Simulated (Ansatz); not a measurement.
# Ionic part of the dielectric constant of MgO, mode by mode

All numbers below come from DFT PBEsol, scalar-relativistic, plane waves, PAW in Ansatz. Settings: 420 eV plane-wave cutoff, Γ-centred 10×10×10 mesh, fixed occupations. No spin polarisation. Phonons by linear response, acoustic sum rule imposed.

The structure is cubic, space group Fm-3m (No. 225). Conventional cell: a = 4.214 Å, b = 4.214 Å, c = 4.214 Å, α = 90.00°, β = 90.00°, γ = 90.00°. Mg (site symmetry m-3m) has 6 O at 2.11 Å as nearest neighbours. O (site symmetry m-3m) has 6 Mg at 2.11 Å as nearest neighbours.

The primitive cell has V = 18.71 Å³ and ε∞,zz = 3.245. Each polar mode adds Δε = (4.92064×10⁷/V)·S/ν² along z, with S its oscillator strength in e²/amu, ν in cm⁻¹ and V in Å³.

Problem. From these modes, find each Δε and ε0,zz.
```csv
ν (cm⁻¹),S_zz (e²/amu)
387.5,0.4065
```

Solution.
```tsv
ν (cm⁻¹)	Δε
387.5	7.12
```

The sum is 7.118, so ε0,zz = 10.36; the run's tensor has 10.36.

Problem. Where do the longitudinal modes lie for a wave vector along z?

Solution. At 693 cm⁻¹. The Lyddane–Sachs–Teller product Π(ν_LO/ν_TO)² = 3.19 matches ε0/ε∞ = 3.19.

Cost: 1 run of about 0.11 core-minutes, on Intel Xeon Platinum 8488C (Sapphire Rapids) (shared hosts).

The static dielectric response of MgO is mainly ionic: the single polar mode adds 7.12, well above the entire ε∞ of 3.245. In rocksalt this mode moves the Mg and O sublattices rigidly against each other, and with the reduced mass of the pair its oscillator strength implies a Born effective charge close to the formal divalent value, as expected for a strongly ionic oxide. The same charge drives the wide separation between 387.5 and 693 cm⁻¹, because the longitudinal motion sets up a macroscopic field that only the electrons screen. Cubic symmetry makes the zz result valid for every direction.

Both ε∞ and ε0 lie somewhat above the measured values. For ε∞ the likely cause is the semilocal functional, which underestimates the gap and makes the electrons too polarisable; for the ionic part it is probably a slightly soft transverse mode, whose frequency enters as an inverse square. The Lyddane–Sachs–Teller match shows internal consistency of the harmonic response, not accuracy against experiment.
